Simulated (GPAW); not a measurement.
# CaO (Fm-3m) in GPAW: notebook, part 2 of 2

GPAW 26.7.0. The steps go on from the part before.

### 3 Band structure, LDA

The input, run.py:

```python
from ase.dft.bandgap import bandgap
from ase.io import read, write
from ase.units import GPa
from gpaw import GPAW, PW, setup_paths

setup_paths.insert(0, '.')

atoms = read('POSCAR')

calc = GPAW(mode=PW(800),
            xc='LDA',
            kpts={'size': (10, 10, 10), 'gamma': True},
            occupations={'name': 'fermi-dirac', 'width': 0.05},
            nbands=16,
            convergence={'density': 1e-05, 'energy': 1e-05},
            maxiter=150,
            txt='gpaw.txt')
atoms.calc = calc
energy = atoms.get_potential_energy()
forces = atoms.get_forces()
stress = atoms.get_stress()
calc.write('gs.gpw')
write('result.traj', atoms)
print(f'Energy: {energy:.6f} eV')
print('Forces (eV/A):')
print(forces.round(4))
print('Stress (GPa):', (stress / GPa).round(3))
print('Fermi level:', round(calc.get_fermi_level(), 4), 'eV')
print(f'Gap: {bandgap(calc)[0]:.4f} eV, direct: {bandgap(calc, direct=True)[0]:.4f} eV')

path = atoms.cell.bandpath('GXWKGLUWLK,UX', npoints=60, eps=1e-4)
bs_calc = calc.fixed_density(kpts=path, symmetry='off', nbands=25,
                             convergence={'bands': 'CBM+6.0', 'eigenstates': 1e-6}, txt='bands.txt')
bs = bs_calc.band_structure()
bs.write('bs.json')
print(f'Gap on the path: {bandgap(bs_calc)[0]:.4f} eV')
```

The input, POSCAR:

```
CaO
1.0
    0.0000000000      2.4035556960      2.4035556960
    2.4035556960      0.0000000000      2.4035556960
    2.4035556960      2.4035556960      0.0000000000
Ca O
1 1
Direct
    0.0000000000      0.0000000000      0.0000000000
    0.5000000000      0.5000000000      0.5000000000
```

Potentials or basis: PAW data sets generated in the run's folder for this functional, pw.

Run with:

```
> gpaw-setup -f LDA Ca O
> OMP_NUM_THREADS=1 python run.py
```

gpaw.txt:

```text
__  _  _
 | _ |_)|_||  |
 |__||  | ||/\| - 26.7.0

Input parameters:
  mode=PW(ecut=800.0),
  convergence={'density': 1e-05, 'energy': 1e-05},
  kpts=MonkhorstPack(size=(10, 10, 10), gamma=True),
  maxiter=150,
  nbands=16,
  occupations=Occupations(name='fermi-dirac', width=0.05),
  xc=XC(name='LDA')

Diagonalizing LCAO Hamiltonian
Converting LCAO to pw mode

               O

       Ca

Atoms  # Å, Bohr magnetons
|   | symbol |        x |        y |        z |    initial magnetic moments |
|---|--------|----------|----------|----------|-----------------------------|
| 0 |     Ca | 0.000000 | 0.000000 | 0.000000 | ( 0.0000,  0.0000,  0.0000) |
| 1 |      O | 2.403556 | 2.403556 | 2.403556 | ( 0.0000,  0.0000,  0.0000) |

Unit cell  # Å
| periodic |        x |        y |        z |  lengths |    angles |
|----------|----------|----------|----------|----------|-----------|
|      yes | 0.000000 | 2.403556 | 2.403556 | 3.399141 | 60.000000 |
|      yes | 2.403556 | 0.000000 | 2.403556 | 3.399141 | 60.000000 |
|      yes | 2.403556 | 2.403556 | 0.000000 | 3.399141 | 60.000000 |

Number of symmetries: 48
Symmetry operations  # r_c * U_cc + t_c -> r_c
|    | kind |            matrix            |
|----|------|------------------------------|
|  0 |  σ   |  1, 0, 0,  1, 0,-1,  1,-1, 0 |
|  1 |  C2  |  1, 0, 0,  1,-1, 0,  1, 0,-1 |
|  2 |  E   |  1, 0, 0,  0, 1, 0,  0, 0, 1 |
|  3 |  σ   |  1, 0, 0,  0, 0, 1,  0, 1, 0 |
|  4 |  C4  |  1, 0,-1,  1, 0, 0,  1,-1, 0 |
|  5 |  S6  |  1, 0,-1,  1,-1, 0,  1, 0, 0 |
|  6 |  σ   |  1, 0,-1,  0, 1,-1,  0, 0,-1 |
|  7 |  C3  |  1, 0,-1,  0, 0,-1,  0, 1,-1 |
|  8 |  S6  |  1,-1, 0,  1, 0, 0,  1, 0,-1 |
|  9 |  C4  |  1,-1, 0,  1, 0,-1,  1, 0, 0 |
| 10 |  C3  |  1,-1, 0,  0,-1, 1,  0,-1, 0 |
| 11 |  σ   |  1,-1, 0,  0,-1, 0,  0,-1, 1 |
| 12 |  σ   |  0, 1, 0,  1, 0, 0,  0, 0, 1 |
| 13 |  C4  |  0, 1, 0,  0, 1,-1, -1, 1, 0 |
| 14 |  C3  |  0, 1, 0,  0, 0, 1,  1, 0, 0 |
| 15 |  S6  |  0, 1, 0, -1, 1, 0,  0, 1,-1 |
| 16 |  C2  |  0, 1,-1,  1, 0,-1,  0, 0,-1 |
| 17 |  σ   |  0, 1,-1,  0, 1, 0, -1, 1, 0 |
| 18 |  S4  |  0, 1,-1,  0, 0,-1,  1, 0,-1 |
| 19 |  C4  |  0, 1,-1, -1, 1, 0,  0, 1, 0 |
| 20 |  C3  |  0, 0, 1,  1, 0, 0,  0, 1, 0 |
| 21 |  σ   |  0, 0, 1,  0, 1, 0,  1, 0, 0 |
| 22 |  S6  |  0, 0, 1,  0,-1, 1, -1, 0, 1 |
| 23 |  C4  |  0, 0, 1, -1, 0, 1,  0,-1, 1 |
| 24 |  S4  |  0, 0,-1,  1, 0,-1,  0, 1,-1 |
| 25 |  C3  |  0, 0,-1,  0, 1,-1,  1, 0,-1 |
| 26 |  C2  |  0, 0,-1,  0,-1, 0, -1, 0, 0 |
| 27 |  S6  |  0, 0,-1, -1, 0, 0,  0,-1, 0 |
| 28 |  S4  |  0,-1, 1,  1,-1, 0,  0,-1, 0 |
| 29 |  C4  |  0,-1, 1,  0, 0, 1, -1, 0, 1 |
| 30 |  C2  |  0,-1, 1,  0,-1, 0,  1,-1, 0 |
| 31 |  σ   |  0,-1, 1, -1, 0, 1,  0, 0, 1 |
| 32 |  C3  |  0,-1, 0,  1,-1, 0,  0,-1, 1 |
| 33 |  S6  |  0,-1, 0,  0, 0,-1, -1, 0, 0 |
| 34 |  S4  |  0,-1, 0,  0,-1, 1,  1,-1, 0 |
| 35 |  C2  |  0,-1, 0, -1, 0, 0,  0, 0,-1 |
| 36 |  C2  | -1, 1, 0,  0, 1, 0,  0, 1,-1 |
| 37 |  S6  | -1, 1, 0,  0, 1,-1,  0, 1, 0 |
| 38 |  S4  | -1, 1, 0, -1, 0, 1, -1, 0, 0 |
| 39 |  C3  | -1, 1, 0, -1, 0, 0, -1, 0, 1 |
| 40 |  S6  | -1, 0, 1,  0, 0, 1,  0,-1, 1 |
| 41 |  C2  | -1, 0, 1,  0,-1, 1,  0, 0, 1 |
| 42 |  C3  | -1, 0, 1, -1, 1, 0, -1, 0, 0 |
| 43 |  S4  | -1, 0, 1, -1, 0, 0, -1, 1, 0 |
| 44 |  C2  | -1, 0, 0,  0, 0,-1,  0,-1, 0 |
| 45 |  i   | -1, 0, 0,  0,-1, 0,  0, 0,-1 |
| 46 |  σ   | -1, 0, 0, -1, 1, 0, -1, 0, 1 |
| 47 |  C2  | -1, 0, 0, -1, 0, 1, -1, 1, 0 |

BZ-sampling:
  Number of BZ points: 1000
  Number of IBZ points: 47

  Monkhorst-Pack size: [10, 10, 10]
  Monkhorst-Pack shift: [0.05, 0.05, 0.05]

K-points  # in reciprocal-cell coordinates
|     |                                coordinates |     weight |
|-----|--------------------------------------------|------------|
|   0 | (  0.00000000,   0.00000000,   0.00000000) | 0.00100000 |
|   1 | (  0.10000000,   0.10000000,   0.00000000) | 0.00600000 |
|   2 | (  0.10000000,   0.10000000,   0.10000000) | 0.00800000 |
|   3 | (  0.20000000,   0.10000000,   0.10000000) | 0.01200000 |
|   4 | (  0.20000000,   0.20000000,   0.00000000) | 0.00600000 |
|   5 | (  0.20000000,   0.20000000,   0.10000000) | 0.02400000 |
|   6 | (  0.20000000,   0.20000000,   0.20000000) | 0.00800000 |
|   7 | (  0.30000000,   0.20000000,   0.10000000) | 0.02400000 |
|   8 | (  0.30000000,   0.20000000,   0.20000000) | 0.02400000 |
|   9 | (  0.30000000,   0.30000000,   0.00000000) | 0.00600000 |
| ... |                                            |            |
|  46 | (  0.50000000,   0.50000000,   0.50000000) | 0.00400000 |

Plane wave coefficients: 1458
Cutoff: 800.0 eV

Spin-components: 1 (collinear spins)
Bands:           16
Projectors:      10
Spin-degeneracy: 2
Datatype:        complex128

Parallelization:
  kpt:    1
  domain: 1
  band:   1

Density:
  Valence electrons: 16.0
  Components: 1
  Grid points: [24 24 24]
  Charge: 0.0  # |e|

Potential:
  Grid points: [24 24 24]

species:
  Ca:
    name:    Calcium
    Z:       20.0
    valence: 10
    core:    10
    charge:  0.0  # [|e|]
    compensation charges:
      type: gauss
      rc: 0.37  # [Å]
      lmax: 2
    cutoffs:
      filter: 2.10  # [Å]
      core: 1.17  # [Å]
    projectors
    | kind |    occ | energy [eV] | rcut [Å] |
    |------|--------|-------------|----------|
    |   3s |  2.000 |     -46.826 |    1.175 |
    |   4s |  2.000 |      -3.864 |    1.175 |
    |   3p |  6.000 |     -27.986 |    1.154 |
    |    p |        |      -0.774 |    1.154 |
    |    d |        |       0.000 |    0.937 |

    Using partial waves for Ca as LCAO basis

  O:
    name:    Oxygen
    Z:       8.0
    valence: 6
    core:    2
    charge:  0.0  # [|e|]
    compensation charges:
      type: gauss
      rc: 0.21  # [Å]
      lmax: 2
    cutoffs:
      filter: 1.17  # [Å]
      core: 0.83  # [Å]
    projectors
    | kind |    occ | energy [eV] | rcut [Å] |
    |------|--------|-------------|----------|
    |   2s |  2.000 |     -23.752 |    0.688 |
    |   2p |  4.000 |      -9.195 |    0.598 |
    |    s |        |       3.459 |    0.688 |
    |    p |        |      18.016 |    0.598 |
    |    d |        |       0.000 |    0.619 |

    Using partial waves for O as LCAO basis

Reference energy: -20494.320923  # eV

eigensolver:
  PPCG
  Converge bands: occupied
  niter=2

density mixing:
  MSR1-Mixer
  Pratt-step length: 0.05
  Maximum mixing coefficient: 0.75
  Old densities: 10
  SVD Regularization: 0.005
  Good broyden scale: 1.0
  Trust region scale: 1.0
  Backstep threshold: 4.0
  History deletion threshold: 6.0
  Fourier metric: weight=20.0, sigma=0.015

occupation numbers:
  Fermi-Dirac:
    width: 0.0500  # eV

poisson solver:
  ecut: 6400.0  # eV

xc functional:
  name: None

convergence criteria:
- Maximum integral of absolute [dens]ity change: 1e-05 electrons / valence electron
- Maximum [total energy] change in last 3 cyles: 1e-05 eV / valence electron
- Maximum integral of absolute [eigenst]ate change: 4e-08 eV^2 / valence electron
maximum number of iterations: 150

SCF iterations
|iter     | |      energy | eigst |  dens |
|---------|-|-------------|-------|-------|
|iter:   1| |  -15.721092 | +0.59 |       |
|iter:   2| |  -15.363836 | -1.74 | -0.97 |
|iter:   3| |  -14.547795 | -1.27 | -1.03 |
|iter:   4| |  -14.531580 | -2.88 | -1.48 |
|iter:   5| |  -14.526757 | -3.79 | -1.72 |
|iter:   6| |  -14.526668 | -5.31 | -2.91 |
|iter:   7| |  -14.526670c| -6.06 | -3.26 |
|iter:   8| |  -14.526670c| -7.75c| -4.03 |
|iter:   9| |  -14.526670c| -8.30c| -4.94 |
|iter:  10| |  -14.526670c| -8.94c| -5.50c|

Converged in 10 steps
Energy contributions relative to reference atoms: (reference = -20494.320923)

Energy contributions:
  Kinetic:          11.722072
  Coulomb:          -9.471601
  Zero:             -0.476812
  External:          0.000000
  Xc:              -16.300330
  Entropy:          -0.000000
  Spinorbit:         0.000000
  ----------------------------
  Free energy:     -14.526670
  Extrapolated:    -14.526670

dipole moment: (-15.893249, -15.893249, -15.893249)  # |e|*Ang

Fermi level: 5.526
Eigenvalues  # (at kpt = [0.000, 0.000, 0.000])
| band index |      eig [eV] | occ [0-2] |
|------------|---------------|-----------|
|          0 |       -32.746 |     2.000 |
|          1 |       -13.774 |     2.000 |
|          2 |       -13.774 |     2.000 |
|          3 |       -13.774 |     2.000 |
|          4 |       -10.806 |     2.000 |
|          5 |         4.380 |     2.000 |
[... 8 lines left out ...]
|         14 |        19.121 |     0.000 |
|         15 |        26.942 |     0.000 |

Gap: 3.523 eV
Transition (v -> c):
  (s=0, k=0, n=7, [0.00, 0.00, 0.00]) -> (s=0, k=41, n=8, [0.50, 0.50, 0.00])
Direct/indirect transitions are different
Direct gap: 3.902 eV
Transition at: (s=0, k=41, n=7, [0.50, 0.50, 0.00])

Forces  # eV/Ang
|       x |        y |        z |
|---------|----------|----------|
| 0.00000 | -0.00000 | -0.00000 |  # Ca   0
| 0.00000 | -0.00000 | -0.00000 |  # O    1

Stress tensor  # eV/Ang^3
|        x |        y |        z |
|----------|----------|----------|
| 0.039268 | 0.000000 | 0.000000 |
| 0.000000 | 0.039268 | 0.000000 |
| 0.000000 | 0.000000 | 0.039268 |

# Writing to gs.gpw (mode='')
```

Wall time 36 s (1 thread of Arm Neoverse V2, shared host); peak memory 0.24 GiB.

What came out:

```
Free energy             : -14.5267 eV
Pressure                : -6.3 GPa
Band gap on the k mesh  : 3.52 eV, indirect (least direct gap 3.90 eV)
Band gap along the path : 3.52 eV, indirect (least direct gap 3.90 eV)
```

Levels at the corners of the path, in eV from the valence-band top:
| point | band 6 | band 7 | band 8 | band 9 | band 10 | band 11 |
| --- | --- | --- | --- | --- | --- | --- |
| Γ | 0.00 | 0.00 | 0.00 | 4.56 | 6.13 | 6.13 |
| X | -1.32 | -0.38 | -0.38 | 3.52 | 7.99 | 8.83 |
| W | -1.30 | -1.08 | -1.08 | 6.21 | 6.21 | 8.34 |
| K | -1.36 | -1.23 | -0.78 | 5.03 | 7.89 | 8.51 |
| Γ | 0.00 | 0.00 | 0.00 | 4.56 | 6.13 | 6.13 |
| L | -2.69 | -1.19 | -1.19 | 6.96 | 8.28 | 8.28 |
| U | -1.36 | -1.23 | -0.78 | 5.03 | 7.89 | 8.51 |
| W | -1.30 | -1.08 | -1.08 | 6.21 | 6.21 | 8.34 |
| L | -2.69 | -1.19 | -1.19 | 6.96 | 8.28 | 8.28 |
| K | -1.36 | -1.23 | -0.78 | 5.03 | 7.89 | 8.51 |
| U | -1.36 | -1.23 | -0.78 | 5.03 | 7.89 | 8.51 |
| X | -1.32 | -0.38 | -0.38 | 3.52 | 7.99 | 8.83 |

### 4 Band structure, LDA

Changes to run.py since step 3:

```diff
@@ -13,3 +13,4 @@
             occupations={'name': 'fermi-dirac', 'width': 0.05},
-            nbands=16,
+            setups={'Ca': 'jth', 'O': 'jth'},
+            nbands=-8,
             convergence={'density': 1e-05, 'energy': 1e-05},
@@ -31,3 +32,3 @@
 path = atoms.cell.bandpath('GXWKGLUWLK,UX', npoints=60, eps=1e-4)
-bs_calc = calc.fixed_density(kpts=path, symmetry='off', nbands=25,
+bs_calc = calc.fixed_density(kpts=path, symmetry='off', nbands=-16,
                              convergence={'bands': 'CBM+6.0', 'eigenstates': 1e-6}, txt='bands.txt')
```

POSCAR is that of step 3.

Potentials or basis: JTH PAW 2.0, LDA, pw.

Run with:

```
> OMP_NUM_THREADS=1 python run.py
```

Run time: 37 s. Hardware: 1 thread of Arm Neoverse V2, shared host; peak memory 0.24 GiB.

It converged, with:

```yaml
Free_energy: -14.2015 eV
Pressure: -7.4 GPa
Band_gap_on_the_k_mesh: 3.48 eV, indirect (least direct gap 3.86 eV)
Band_gap_along_the_path: 3.48 eV, indirect (least direct gap 3.86 eV)
```

Levels at the corners of the path, in eV from the valence-band top:
```
point  band 4  band 5  band 6  band 7  band 8  band 9  band 10  band 11  band 12  band 13
    Γ  -18.13  -15.21    0.00    0.00    0.00    4.56     6.12     6.12     6.12     7.68
    X  -18.37  -14.96   -1.31   -0.38   -0.38    3.48     8.02     8.88     9.55     9.55
    W  -18.57  -14.56   -1.31   -1.07   -1.07    6.20     6.20     8.38     9.55     9.98
    K  -18.31  -14.58   -1.37   -1.22   -0.79    5.00     7.91     8.55     9.04     9.73
    Γ  -18.13  -15.21    0.00    0.00    0.00    4.56     6.12     6.12     6.12     7.68
    L  -18.19  -13.97   -2.70   -1.22   -1.22    6.97     8.30     8.32     8.32    10.43
    U  -18.31  -14.58   -1.37   -1.22   -0.79    5.00     7.91     8.55     9.04     9.73
    W  -18.57  -14.56   -1.31   -1.07   -1.07    6.20     6.20     8.38     9.55     9.98
    L  -18.19  -13.97   -2.70   -1.22   -1.22    6.97     8.30     8.32     8.32    10.43
    K  -18.31  -14.58   -1.37   -1.22   -0.79    5.00     7.91     8.55     9.04     9.73
    U  -18.31  -14.58   -1.37   -1.22   -0.79    5.00     7.91     8.55     9.04     9.73
    X  -18.37  -14.96   -1.31   -0.38   -0.38    3.48     8.02     8.88     9.55     9.55
```

Caveat: the program truncates these outside data sets. Expect the measured gap to be larger: semilocal functionals such as LDA lack the derivative discontinuity.

### 5 Band structure, LDA

Changes to run.py since step 4:

```diff
@@ -3,5 +3,3 @@
 from ase.units import GPa
-from gpaw import GPAW, PW, setup_paths
-
-setup_paths.insert(0, '.')
+from gpaw import GPAW, PW
 
@@ -9,3 +7,3 @@
 
-calc = GPAW(mode=PW(800),
+calc = GPAW(mode=PW(1600),
             xc='LDA',
@@ -13,3 +11,3 @@
             occupations={'name': 'fermi-dirac', 'width': 0.05},
-            setups={'Ca': 'jth', 'O': 'jth'},
+            setups='hgh',
             nbands=-8,
```

POSCAR is that of step 4.

Potentials or basis: HGH pseudopotentials, pw.

Run with:

```
> OMP_NUM_THREADS=1 python run.py
```

Run time: 57 s. Hardware: 1 thread of Arm Neoverse V2, shared host; peak memory 0.38 GiB.

It converged, with:

```yaml
Free_energy: -459.8611 eV
Pressure: -35.4 GPa
Band_gap_on_the_k_mesh: 3.10 eV, indirect (least direct gap 3.61 eV)
Band_gap_along_the_path: 3.10 eV, indirect (least direct gap 3.61 eV)
```

Levels at the corners of the path, in eV from the valence-band top:
```
point  band 2  band 3  band 4  band 5  band 6  band 7
    Γ    0.00    0.00    0.00    4.56    5.32    5.32
    X   -1.69   -0.51   -0.51    3.10    6.63    7.10
    W   -1.42   -1.35   -1.35    5.65    5.65    6.82
    K   -1.54   -1.52   -0.95    4.54    7.06    7.19
    Γ    0.00    0.00    0.00    4.56    5.32    5.32
    L   -2.79   -1.36   -1.36    6.35    7.28    7.28
    U   -1.54   -1.52   -0.95    4.54    7.06    7.19
    W   -1.42   -1.35   -1.35    5.65    5.65    6.82
    L   -2.79   -1.36   -1.36    6.35    7.28    7.28
    K   -1.54   -1.52   -0.95    4.54    7.06    7.19
    U   -1.54   -1.52   -0.95    4.54    7.06    7.19
    X   -1.69   -0.51   -0.51    3.10    6.63    7.10
```

Caveat: a pressure of tens of GPa on the cell as given is suspect, and the run, the potentials or the cell itself is likely at fault; HGH potentials are hard and often keep d shells in the core, so these values are rough.

### 6 The runs side by side

```tsv
potentials or basis	data set	gap on the mesh (eV)	pressure (GPa)
the program's PAW data sets (release 1.2.1) made for this functional, pw	-	3.52	-6.3
PAW data sets generated in the run's folder for this functional, pw	-	3.52	-6.3
JTH PAW 2.0, LDA, pw	Ca jth, O jth	3.48	-7.4
```

Alike in all rows: task band structure; level LDA; no spin polarisation; cell as given; k mesh 10 × 10 × 10; cutoff (eV) 800; smearing fermi-dirac 0.05 eV.

Caveats: the program truncates these outside data sets (some runs).

Total energies depend on the potentials used, so only differences within one code and one set of settings carry meaning.
